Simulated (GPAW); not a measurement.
# MgO (Fm-3m) in GPAW: single point with PBEsol

Aim: the single point of MgO with PBEsol.

Program: GPAW 26.7.0. These are calculated values, not measurements. Logs are shortened: lines on timing, memory, paths and dates and some standing lists are left out, and cuts for length are marked. The log counts tension as positive stress, the text compression.

**Measured values to compare with.**

From “Electronic structure of alkaline earth and post-transition metal oxides”, 2009, arxiv:0908.1581, for a bulk crystal of MgO: band gap 7.83 eV.

How close the calculation comes is told below.

### Step 1. The structure

It takes space group Fm-3m (No. 225, cubic). The conventional cell has a = 4.194 Å, b = 4.194 Å, c = 4.194 Å, α = 90.00°, β = 90.00°, γ = 90.00°. Mg (site symmetry m-3m) is surrounded by 6 O at 2.10 Å. O (site symmetry m-3m) is surrounded by 6 Mg at 2.10 Å.

The cell is a database's computed one.

### Step 2. Single point, PBEsol

The input, run.py:

```python
import spglib
from ase import Atoms
from ase.dft.bandgap import bandgap
from ase.io import read, write
from ase.units import GPa
from gpaw import GPAW, PW, setup_paths

setup_paths.insert(0, '.')

atoms = read('MgO.cif')
cell, positions, numbers = spglib.find_primitive(
    (atoms.cell[:], atoms.get_scaled_positions(), atoms.numbers), symprec=1e-4)
atoms = Atoms(numbers, cell=cell, scaled_positions=positions, pbc=True)

calc = GPAW(mode=PW(600),
            xc='PBEsol',
            kpts={'size': (9, 9, 9), 'gamma': True},
            occupations={'name': 'fermi-dirac', 'width': 0.05},
            nbands=16,
            convergence={'density': 1e-05, 'energy': 1e-05},
            maxiter=80,
            txt='gpaw.txt')
atoms.calc = calc
energy = atoms.get_potential_energy()
forces = atoms.get_forces()
stress = atoms.get_stress()
calc.write('gs.gpw')
write('result.traj', atoms)
print(f'Energy: {energy:.6f} eV')
print('Forces (eV/A):')
print(forces.round(4))
print('Stress (GPa):', (stress / GPa).round(3))
print('Fermi level:', round(calc.get_fermi_level(), 4), 'eV')
print(f'Gap: {bandgap(calc)[0]:.4f} eV, direct: {bandgap(calc, direct=True)[0]:.4f} eV')
```

The input, MgO.cif:

```cif
data_MgO
_cell_length_a 4.19400279
_cell_length_b 4.19400279
_cell_length_c 4.19400279
_cell_angle_alpha 90.00000000
_cell_angle_beta 90.00000000
_cell_angle_gamma 90.00000000
_space_group_name_H-M_alt 'Fm-3m'
_space_group_name_Hall '-F 4 2 3'
_space_group_IT_number 225
loop_
_space_group_symop_operation_xyz
'x,y,z'
'-x,-y,-z'
'-y,x,z'
'y,-x,-z'
'-x,-y,z'
'x,y,-z'
'y,-x,z'
'-y,x,-z'
'x,-y,-z'
'-x,y,z'
'-y,-x,-z'
'y,x,z'
'-x,y,-z'
'x,-y,z'
'y,x,-z'
'-y,-x,z'
'z,x,y'
'-z,-x,-y'
'z,-y,x'
'-z,y,-x'
'z,-x,-y'
'-z,x,y'
'z,y,-x'
'-z,-y,x'
'-z,x,-y'
'z,-x,y'
'-z,-y,-x'
'z,y,x'
'-z,-x,y'
'z,x,-y'
'-z,y,x'
'z,-y,-x'
'y,z,x'
'-y,-z,-x'
'x,z,-y'
'-x,-z,y'
'-y,z,-x'
'y,-z,x'
'-x,z,y'
'x,-z,-y'
'-y,-z,x'
'y,z,-x'
'-x,-z,-y'
'x,z,y'
'y,-z,-x'
'-y,z,x'
'x,-z,y'
'-x,z,-y'
'x,y+1/2,z+1/2'
'-x,-y+1/2,-z+1/2'
'-y,x+1/2,z+1/2'
'y,-x+1/2,-z+1/2'
[... 63 lines left out ...]
'-z+1/2,y,-x+1/2'
'z+1/2,-x,-y+1/2'
'-z+1/2,x,y+1/2'
'z+1/2,y,-x+1/2'
'-z+1/2,-y,x+1/2'
'-z+1/2,x,-y+1/2'
'z+1/2,-x,y+1/2'
'-z+1/2,-y,-x+1/2'
'z+1/2,y,x+1/2'
'-z+1/2,-x,y+1/2'
'z+1/2,x,-y+1/2'
'-z+1/2,y,x+1/2'
'z+1/2,-y,-x+1/2'
'y+1/2,z,x+1/2'
'-y+1/2,-z,-x+1/2'
'x+1/2,z,-y+1/2'
'-x+1/2,-z,y+1/2'
'-y+1/2,z,-x+1/2'
'y+1/2,-z,x+1/2'
'-x+1/2,z,y+1/2'
'x+1/2,-z,-y+1/2'
'-y+1/2,-z,x+1/2'
'y+1/2,z,-x+1/2'
'-x+1/2,-z,-y+1/2'
'x+1/2,z,y+1/2'
'y+1/2,-z,-x+1/2'
'-y+1/2,z,x+1/2'
'x+1/2,-z,y+1/2'
'-x+1/2,z,-y+1/2'
'x+1/2,y+1/2,z'
'-x+1/2,-y+1/2,-z'
'-y+1/2,x+1/2,z'
'y+1/2,-x+1/2,-z'
'-x+1/2,-y+1/2,z'
'x+1/2,y+1/2,-z'
'y+1/2,-x+1/2,z'
'-y+1/2,x+1/2,-z'
'x+1/2,-y+1/2,-z'
'-x+1/2,y+1/2,z'
'-y+1/2,-x+1/2,-z'
'y+1/2,x+1/2,z'
'-x+1/2,y+1/2,-z'
'x+1/2,-y+1/2,z'
'y+1/2,x+1/2,-z'
'-y+1/2,-x+1/2,z'
'z+1/2,x+1/2,y'
'-z+1/2,-x+1/2,-y'
'z+1/2,-y+1/2,x'
'-z+1/2,y+1/2,-x'
'z+1/2,-x+1/2,-y'
'-z+1/2,x+1/2,y'
'z+1/2,y+1/2,-x'
'-z+1/2,-y+1/2,x'
'-z+1/2,x+1/2,-y'
'z+1/2,-x+1/2,y'
'-z+1/2,-y+1/2,-x'
'z+1/2,y+1/2,x'
'-z+1/2,-x+1/2,y'
'z+1/2,x+1/2,-y'
'-z+1/2,y+1/2,x'
'z+1/2,-y+1/2,-x'
'y+1/2,z+1/2,x'
'-y+1/2,-z+1/2,-x'
'x+1/2,z+1/2,-y'
'-x+1/2,-z+1/2,y'
'-y+1/2,z+1/2,-x'
'y+1/2,-z+1/2,x'
'-x+1/2,z+1/2,y'
'x+1/2,-z+1/2,-y'
'-y+1/2,-z+1/2,x'
'y+1/2,z+1/2,-x'
'-x+1/2,-z+1/2,-y'
'x+1/2,z+1/2,y'
'y+1/2,-z+1/2,-x'
'-y+1/2,z+1/2,x'
'x+1/2,-z+1/2,y'
'-x+1/2,z+1/2,-y'
loop_
_atom_site_label
_atom_site_type_symbol
_atom_site_symmetry_multiplicity
_atom_site_Wyckoff_symbol
_atom_site_fract_x
_atom_site_fract_y
_atom_site_fract_z
_atom_site_occupancy
Mg1 Mg 4 a 0.0000000000 0.0000000000 0.0000000000 1
O1 O 4 b 0.5000000000 0.0000000000 0.0000000000 1
```

Potentials or basis: PAW data sets generated in the run's folder for this functional, pw.

Launch:

```
> gpaw-setup -f PBEsol Mg O
> OMP_NUM_THREADS=1 python run.py
```

gpaw.txt:

```text
__  _  _
 | _ |_)|_||  |
 |__||  | ||/\| - 26.7.0

Input parameters:
  mode=PW(ecut=600.0),
  convergence={'density': 1e-05, 'energy': 1e-05},
  kpts=MonkhorstPack(size=(9, 9, 9), gamma=True),
  maxiter=80,
  nbands=16,
  occupations=Occupations(name='fermi-dirac', width=0.05),
  xc=XC(name='PBEsol')

Diagonalizing LCAO Hamiltonian
Converting LCAO to pw mode

              O

       Mg

Atoms  # Å, Bohr magnetons
|   | symbol |        x |        y |        z |    initial magnetic moments |
|---|--------|----------|----------|----------|-----------------------------|
| 0 |     Mg | 0.000000 | 0.000000 | 0.000000 | ( 0.0000,  0.0000,  0.0000) |
| 1 |      O | 2.097001 | 2.097001 | 2.097001 | ( 0.0000,  0.0000,  0.0000) |

Unit cell  # Å
| periodic |        x |        y |        z |  lengths |    angles |
|----------|----------|----------|----------|----------|-----------|
|      yes | 0.000000 | 2.097001 | 2.097001 | 2.965608 | 60.000000 |
|      yes | 2.097001 | 0.000000 | 2.097001 | 2.965608 | 60.000000 |
|      yes | 2.097001 | 2.097001 | 0.000000 | 2.965608 | 60.000000 |

Number of symmetries: 48
Symmetry operations  # r_c * U_cc + t_c -> r_c
|    | kind |            matrix            |
|----|------|------------------------------|
|  0 |  σ   |  1, 0, 0,  1, 0,-1,  1,-1, 0 |
|  1 |  C2  |  1, 0, 0,  1,-1, 0,  1, 0,-1 |
|  2 |  E   |  1, 0, 0,  0, 1, 0,  0, 0, 1 |
|  3 |  σ   |  1, 0, 0,  0, 0, 1,  0, 1, 0 |
|  4 |  C4  |  1, 0,-1,  1, 0, 0,  1,-1, 0 |
|  5 |  S6  |  1, 0,-1,  1,-1, 0,  1, 0, 0 |
|  6 |  σ   |  1, 0,-1,  0, 1,-1,  0, 0,-1 |
|  7 |  C3  |  1, 0,-1,  0, 0,-1,  0, 1,-1 |
|  8 |  S6  |  1,-1, 0,  1, 0, 0,  1, 0,-1 |
|  9 |  C4  |  1,-1, 0,  1, 0,-1,  1, 0, 0 |
| 10 |  C3  |  1,-1, 0,  0,-1, 1,  0,-1, 0 |
| 11 |  σ   |  1,-1, 0,  0,-1, 0,  0,-1, 1 |
| 12 |  σ   |  0, 1, 0,  1, 0, 0,  0, 0, 1 |
| 13 |  C4  |  0, 1, 0,  0, 1,-1, -1, 1, 0 |
| 14 |  C3  |  0, 1, 0,  0, 0, 1,  1, 0, 0 |
| 15 |  S6  |  0, 1, 0, -1, 1, 0,  0, 1,-1 |
| 16 |  C2  |  0, 1,-1,  1, 0,-1,  0, 0,-1 |
| 17 |  σ   |  0, 1,-1,  0, 1, 0, -1, 1, 0 |
| 18 |  S4  |  0, 1,-1,  0, 0,-1,  1, 0,-1 |
| 19 |  C4  |  0, 1,-1, -1, 1, 0,  0, 1, 0 |
| 20 |  C3  |  0, 0, 1,  1, 0, 0,  0, 1, 0 |
| 21 |  σ   |  0, 0, 1,  0, 1, 0,  1, 0, 0 |
| 22 |  S6  |  0, 0, 1,  0,-1, 1, -1, 0, 1 |
| 23 |  C4  |  0, 0, 1, -1, 0, 1,  0,-1, 1 |
| 24 |  S4  |  0, 0,-1,  1, 0,-1,  0, 1,-1 |
| 25 |  C3  |  0, 0,-1,  0, 1,-1,  1, 0,-1 |
| 26 |  C2  |  0, 0,-1,  0,-1, 0, -1, 0, 0 |
| 27 |  S6  |  0, 0,-1, -1, 0, 0,  0,-1, 0 |
| 28 |  S4  |  0,-1, 1,  1,-1, 0,  0,-1, 0 |
| 29 |  C4  |  0,-1, 1,  0, 0, 1, -1, 0, 1 |
| 30 |  C2  |  0,-1, 1,  0,-1, 0,  1,-1, 0 |
| 31 |  σ   |  0,-1, 1, -1, 0, 1,  0, 0, 1 |
| 32 |  C3  |  0,-1, 0,  1,-1, 0,  0,-1, 1 |
| 33 |  S6  |  0,-1, 0,  0, 0,-1, -1, 0, 0 |
| 34 |  S4  |  0,-1, 0,  0,-1, 1,  1,-1, 0 |
| 35 |  C2  |  0,-1, 0, -1, 0, 0,  0, 0,-1 |
| 36 |  C2  | -1, 1, 0,  0, 1, 0,  0, 1,-1 |
| 37 |  S6  | -1, 1, 0,  0, 1,-1,  0, 1, 0 |
| 38 |  S4  | -1, 1, 0, -1, 0, 1, -1, 0, 0 |
| 39 |  C3  | -1, 1, 0, -1, 0, 0, -1, 0, 1 |
| 40 |  S6  | -1, 0, 1,  0, 0, 1,  0,-1, 1 |
| 41 |  C2  | -1, 0, 1,  0,-1, 1,  0, 0, 1 |
| 42 |  C3  | -1, 0, 1, -1, 1, 0, -1, 0, 0 |
| 43 |  S4  | -1, 0, 1, -1, 0, 0, -1, 1, 0 |
| 44 |  C2  | -1, 0, 0,  0, 0,-1,  0,-1, 0 |
| 45 |  i   | -1, 0, 0,  0,-1, 0,  0, 0,-1 |
| 46 |  σ   | -1, 0, 0, -1, 1, 0, -1, 0, 1 |
| 47 |  C2  | -1, 0, 0, -1, 0, 1, -1, 1, 0 |

BZ-sampling:
  Number of BZ points: 729
  Number of IBZ points: 35

  Monkhorst-Pack size: [9, 9, 9]
  Monkhorst-Pack shift: [0, 0, 0]

K-points  # in reciprocal-cell coordinates
|     |                                coordinates |     weight |
|-----|--------------------------------------------|------------|
|   0 | (  0.00000000,   0.00000000,   0.00000000) | 0.00137174 |
|   1 | (  0.11111111,   0.11111111,   0.00000000) | 0.00823045 |
|   2 | (  0.11111111,   0.11111111,   0.11111111) | 0.01097394 |
|   3 | (  0.22222222,   0.11111111,   0.11111111) | 0.01646091 |
|   4 | (  0.22222222,   0.22222222,   0.00000000) | 0.00823045 |
|   5 | (  0.22222222,   0.22222222,   0.11111111) | 0.03292181 |
|   6 | (  0.22222222,   0.22222222,   0.22222222) | 0.01097394 |
|   7 | (  0.33333333,   0.22222222,   0.11111111) | 0.03292181 |
|   8 | (  0.33333333,   0.22222222,   0.22222222) | 0.03292181 |
|   9 | (  0.33333333,   0.33333333,  -0.33333333) | 0.01646091 |
| ... |                                            |            |
|  34 | (  0.44444444,   0.44444444,   0.44444444) | 0.01097394 |

Plane wave coefficients: 625
Cutoff: 600.0 eV

Spin-components: 1 (collinear spins)
Bands:           16
Projectors:      10
Spin-degeneracy: 2
Datatype:        complex128

Density:
  Valence electrons: 16.0
  Components: 1
  Grid points: [18 18 18]
  Charge: 0.0  # |e|

Potential:
  Grid points: [18 18 18]

species:
  Mg:
    name:    Magnesium
    Z:       12.0
    valence: 10
    core:    2
    charge:  0.0  # [|e|]
    compensation charges:
      type: gauss
      rc: 0.33  # [Å]
      lmax: 2
    cutoffs:
      filter: 1.86  # [Å]
      core: 0.54  # [Å]
    projectors
    | kind |    occ | energy [eV] | rcut [Å] |
    |------|--------|-------------|----------|
    |   2s |  2.000 |     -79.588 |    1.090 |
    |   3s |  2.000 |      -4.679 |    1.090 |
    |   2p |  6.000 |     -46.550 |    1.085 |
    |   3p |  0.000 |      -1.306 |    1.085 |
    |    d |        |       0.000 |    1.037 |

    Using partial waves for Mg as LCAO basis

  O:
    name:    Oxygen
    Z:       8.0
    valence: 6
    core:    2
    charge:  0.0  # [|e|]
    compensation charges:
      type: gauss
      rc: 0.21  # [Å]
      lmax: 2
    cutoffs:
      filter: 1.17  # [Å]
      core: 0.83  # [Å]
    projectors
    | kind |    occ | energy [eV] | rcut [Å] |
    |------|--------|-------------|----------|
    |   2s |  2.000 |     -23.808 |    0.688 |
    |   2p |  4.000 |      -8.972 |    0.598 |
    |    s |        |       3.404 |    0.688 |
    |    p |        |      18.239 |    0.598 |
    |    d |        |       0.000 |    0.619 |

    Using partial waves for O as LCAO basis

Reference energy: -7471.652268  # eV

eigensolver:
  PPCG
  Converge bands: occupied
  niter=2

density mixing:
  MSR1-Mixer
  Pratt-step length: 0.05
  Maximum mixing coefficient: 0.75
  Old densities: 10
  SVD Regularization: 0.005
  Good broyden scale: 1.0
  Trust region scale: 1.0
  Backstep threshold: 4.0
  History deletion threshold: 6.0
  Fourier metric: weight=20.0, sigma=0.015

occupation numbers:
  Fermi-Dirac:
    width: 0.0500  # eV

poisson solver:
  ecut: 4800.0  # eV

xc functional:
  name: PBEsol with 2 nearest neighbor stencil

convergence criteria:
- Maximum integral of absolute [dens]ity change: 1e-05 electrons / valence electron
- Maximum [total energy] change in last 3 cyles: 1e-05 eV / valence electron
- Maximum integral of absolute [eigenst]ate change: 4e-08 eV^2 / valence electron
maximum number of iterations: 80

SCF iterations
|iter     | |      energy | eigst |  dens |
|---------|-|-------------|-------|-------|
|iter:   1| |  -13.936752 | +0.07 |       |
|iter:   2| |  -13.610096 | -2.44 | -1.00 |
|iter:   3| |  -12.698470 | -1.54 | -1.05 |
|iter:   4| |  -12.696212 | -3.67 | -1.60 |
|iter:   5| |  -12.697426 | -3.72 | -1.88 |
|iter:   6| |  -12.697450 | -5.93 | -3.07 |
|iter:   7| |  -12.697459c| -6.66 | -3.45 |
|iter:   8| |  -12.697459c| -8.55c| -4.50 |
|iter:   9| |  -12.697459c| -8.79c| -5.36c|

Converged in 9 steps
Energy contributions relative to reference atoms: (reference = -7471.652268)

Energy contributions:
  Kinetic:          11.390607
  Coulomb:          -9.455595
  Zero:              0.097463
  External:          0.000000
  Xc:              -14.729934
  Entropy:          -0.000000
  Spinorbit:         0.000000
  ----------------------------
  Free energy:     -12.697459
  Extrapolated:    -12.697459

dipole moment: (-6.016352, -6.016352, -6.016352)  # |e|*Ang

Fermi level: 5.824
Eigenvalues  # (at kpt = [0.000, 0.000, 0.000])
| band index |      eig [eV] | occ [0-2] |
|------------|---------------|-----------|
|          0 |       -67.057 |     2.000 |
|          1 |       -34.001 |     2.000 |
|          2 |       -34.001 |     2.000 |
|          3 |       -34.001 |     2.000 |
|          4 |       -12.345 |     2.000 |
|          5 |         4.894 |     2.000 |
|          6 |         4.894 |     2.000 |
|          7 |         4.894 |     2.000 |
|          8 |         9.670 |     0.000 |
|          9 |        20.618 |     0.000 |
|         10 |        20.618 |     0.000 |
|         11 |        20.618 |     0.000 |
|         12 |        24.467 |     0.000 |
|         13 |        26.412 |     0.000 |
|         14 |        26.412 |     0.000 |
|         15 |        29.450 |     0.000 |

Gap: 4.776 eV
Transition (v -> c):
  (s=0, k=0, n=7, [0.00, 0.00, 0.00]) -> (s=0, k=0, n=8, [0.00, 0.00, 0.00])
No difference between direct/indirect transitions

Forces  # eV/Ang
|       x |       y |        z |
|---------|---------|----------|
| 0.00000 | 0.00000 |  0.00000 |  # Mg   0
| 0.00000 | 0.00000 | -0.00000 |  # O    1

Stress tensor  # eV/Ang^3
|        x |        y |        z |
|----------|----------|----------|
| 0.012045 | 0.000000 | 0.000000 |
| 0.000000 | 0.012045 | 0.000000 |
| 0.000000 | 0.000000 | 0.012045 |

# Writing to gs.gpw (mode='')
```

Wall time 15 s (1 thread of Intel Xeon 6975P-C (Granite Rapids), shared host); peak memory 0.14 GiB.

What came out:

| Item | Value |
| --- | --- |
| Free energy | -12.6975 eV |
| Pressure | -1.9 GPa |
| Band gap on the k mesh | 4.78 eV, direct |

Caveat: the cutoff is short for stress and forces, so pressures can be off by a GPa or more.

### Step 3. Comparison with measurements

Step 2. Measured gap of MgO: 7.83 eV (quoted in “Electronic structure of alkaline earth and post-transition metal oxides”, 2009, arxiv:0908.1581). This calculation gives 4.78 eV (-3.05 eV). The value is that of PBEsol, without temperature or zero-point motion. Semilocal functionals fall short of measured gaps as a rule. The cell is a database's relaxed one, not the measured one, which moves gaps too.
